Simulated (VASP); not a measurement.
Here is a VASP 6.6.1 calculation.

POSCAR

```
BN
1.0
    2.5539396017      0.0000000000      0.0000000000
   -1.2769698009      2.2117765748      0.0000000000
    0.0000000000      0.0000000000      4.2268550000
N B
2 2
Direct
    0.3333333333      0.6666666667      0.1252760000
    0.6666666667      0.3333333333      0.6252760000
    0.3333333333      0.6666666667      0.4997240000
    0.6666666667      0.3333333333      0.9997240000
```

The input INCAR.step1:

```
ALGO = Normal ; EDIFF = 1E-8
ENCUT = 500 ; ISMEAR = 0
LASPH = True ; LCHARG = False
LREAL = False ; LWAVE = True
NELM = 80 ; PREC = Accurate
SIGMA = 0.01
```

File INCAR.step2:

```
ALGO = Exact ; EDIFF = 1E-8
ENCUT = 500 ; ISMEAR = 0
ISTART = 1 ; LASPH = True
LCHARG = False ; LOPTICS = True
LREAL = False ; LWAVE = True
NBANDS = 39 ; NELM = 1
PREC = Accurate ; SIGMA = 0.01
```

Contents of INCAR.step3:

```
ALGO = EVGW0 ; EDIFF = 1E-8
ENCUT = 500 ; ENCUTGW = 100
ISMEAR = 0 ; ISTART = 1
LASPH = True ; LCHARG = False
LREAL = False ; LWAVE = False
NBANDS = 39 ; NBANDSGW = 16
NELMGW = 1 ; NOMEGA = 64
PREC = Accurate ; PRECFOCK = Fast
SIGMA = 0.01
```

File KPOINTS:

```
k-points
0
Gamma
  6 6 3
```

Potentials or basis: VASP PAW LDA potentials, release 64 (N_GW, B_GW).

Launch:

```sh
$ cat potpaw_LDA.64/N_GW/POTCAR potpaw_LDA.64/B_GW/POTCAR > POTCAR
$ cp INCAR.step1 INCAR
$ mpirun -np 1 vasp_std > vasp.out
$ cp INCAR.step2 INCAR
$ mpirun -np 1 vasp_std > vasp.out
$ cp INCAR.step3 INCAR
$ mpirun -np 1 vasp_std > vasp.out
```

Task: Estimate the quasiparticle gap.

Result: 6.46 eV.

Task: Estimate the least direct quasiparticle gap.

Result: 10.05 eV.

Task: What does it give for the band gap on the k mesh, mean-field level?

Result: 4.97 eV, indirect (least direct gap 8.14 eV).

Caveat: the k mesh is coarse (spacing up to 0.50 Å⁻¹), so the values aren't converged; bands, screening cutoff and mesh are small and nothing is extrapolated, so the quasiparticle values aren't converged; an odd mesh through Γ misses points on the zone boundary, where band edges often lie.
